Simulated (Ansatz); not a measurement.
# KCl: energy and pressure over a range of volumes

The task here is to estimate one member of a computed series from the others.

Method: DFT PBE, scalar-relativistic, in Ansatz 0.2.0.

1 further run of the same task is left out (set aside as unsound or not needed).

### The starting structure

Symmetry: F-43m, No. 216, cubic system. The conventional cell has a = 7.061 Å, b = 7.061 Å, c = 7.061 Å, α = 90.00°, β = 90.00°, γ = 90.00°. K (site symmetry -43m) is surrounded by 4 Cl at 3.06 Å. Around Cl (site symmetry -43m) lie 4 K at 3.06 Å.

Coordinates:

```
K Cl
1.0
     0.00000    3.53037    3.53037
     3.53037    0.00000    3.53037
     3.53037    3.53037    0.00000
K Cl
1 1
Direct
  0.00000 0.00000 0.00000
  0.25000 0.25000 0.25000
```

The cell was relaxed by PAW from a hypothetical start (zincblende type); it needn't be the stable phase of this composition.

Atoms are numbered in the order of the input: K1, Cl2.

Set-up of the first run:

File input.yaml:

```yaml
crystal:
  lattice:
    - [0.0, 3.4589136954, 3.4589136954]
    - [3.4589136954, 0.0, 3.4589136954]
    - [3.4589136954, 3.4589136954, 0.0]
  atoms:
    - { symbol: K, position: [0.0, 0.0, 0.0] }
    - { symbol: Cl, position: [0.25, 0.25, 0.25] }
kpoints:
  mp_grid: { grid: [11, 11, 11] }
scf:
  occupations: { method: fermi_dirac, width: 0.03 }
hamiltonian:
  xc: pbe
  pseudopotentials: { kind: all_electron, lapw: { basis_error: 0.00025 } }
output:
  forces: true
  stress: true
  eigenvalues: true
```

Steps of the session up to this table: Volume × 0.9405, LAPW; Volume × 0.9405, PAW; Volume × 0.9405, crystal datasets; Volume × 0.98, LAPW; Volume × 0.98, PAW; Volume × 1.02, LAPW; Volume × 1.02, PAW; Volume × 1.06, LAPW; Volume × 1.06, PAW; Volume × 1.06, crystal datasets.

One of the session's tables, all rows but one given; the rest of the session is left out.

It belongs to the step «The equation of state». 

| method | volume (Å³/atom) | gap on the k mesh (eV) |
| --- | --- | --- |
| LAPW | 41.383 | 4.86 |
| LAPW | 43.121 | 4.78 |
| LAPW | 44.001 | 4.74 |
| LAPW | 44.881 | ? |
| LAPW | 46.641 | 4.62 |
| PAW | 41.383 | 4.86 |
| PAW | 43.121 | 4.78 |
| PAW | 44.001 | 4.74 |
| PAW | 44.881 | 4.70 |
| PAW | 46.641 | 4.62 |
| crystal datasets | 41.383 | 4.86 |
| crystal datasets | 44.001 | 4.74 |
| crystal datasets | 46.641 | 4.62 |

Estimate the missing values for LAPW, 44.881.

As computed: gap on the k mesh (eV): 4.69. In the column «gap on the k mesh (eV)» it lies between crystal datasets, 46.641 (4.62) and PAW, 44.881 (4.70).

To keep in mind: Warnings in the runs' records: crystal datasets made.
